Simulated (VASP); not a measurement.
A run of VASP 6.6.1 is set up as follows.

INCAR

```
  ALGO = Normal
  EDIFF = 1E-6
  ENCUT = 520
  GGA = PE
  ISIF = 2
  ISMEAR = 0
  LASPH = True
  LCHARG = False
  LREAL = False
  LWAVE = False
  NBANDS = 11
  NELM = 100
  PREC = Accurate
  SIGMA = 0.1
```

File KPOINTS:

```
k-points
0
Gamma
  6 6 6
```

Contents of POSCAR:

```
MgSe
1.0
    0.0000000000      2.7337235204      2.7337235204
    2.7337235204      0.0000000000      2.7337235204
    2.7337235204      2.7337235204      0.0000000000
Mg Se
1 1
Direct
    0.0000000000      0.0000000000      0.0000000000
    0.5000000000      0.5000000000      0.5000000000
```

Potentials or basis: VASP PAW PBE potentials, release 64 (Mg, Se).

The run is started by

```sh
$ cat potpaw_PBE.64/Mg/POTCAR potpaw_PBE.64/Se/POTCAR > POTCAR
$ mpirun -np 1 vasp_std > vasp.out
```

What does it give for the pressure?

1.3 GPa.

What does it give for the band gap on the k mesh?

1.78 eV, indirect (least direct gap 2.54 eV).

A k mesh can miss the band edges. As with any semilocal functional, this PBE gap is likely too small.
